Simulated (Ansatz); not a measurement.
BeTe, 2 atoms in the cell. Symmetry: F-43m, No. 216, cubic system. The conventional cell has a = 5.540 Å, b = 5.540 Å, c = 5.540 Å, α = 90.00°, β = 90.00°, γ = 90.00°. Te (site symmetry -43m) has 4 Be at 2.40 Å as nearest neighbours. Around Be (site symmetry -43m) lie 4 Te at 2.40 Å. 

```yaml
Program: Ansatz 0.2.0
Task: single point
Functional: PBE
Potentials_or_basis: Ansatz PAW
Cutoff: "420 eV (not typed: the program's choice for these potentials)"
k_mesh: 8 × 8 × 8
Occupations: gaussian, width 0.022 eV
Spin: no spin polarisation
```

Potentials or basis: Ansatz PAW.

Command:

```sh
$ ansatz run input.yaml --threads 2 --pin off --max-ram 5632MiB --backend cpu --events-out ev --progress --plain --runs-dir out
```

Hardware: 2 threads of Intel(R) Xeon(R) Processor @ 2.50GHz (Skylake/Cascade Lake), with other jobs on the host.

**Question.** Estimate the wall time of this run.

**Answer.** Wall time 2.7 s on 2 threads of Intel(R) Xeon(R) Processor @ 2.50GHz (Skylake/Cascade Lake), with other jobs on the host, peak memory 0.34 GiB. Counts: scf iterations 7, plane waves 869, k points 29, bands 13.
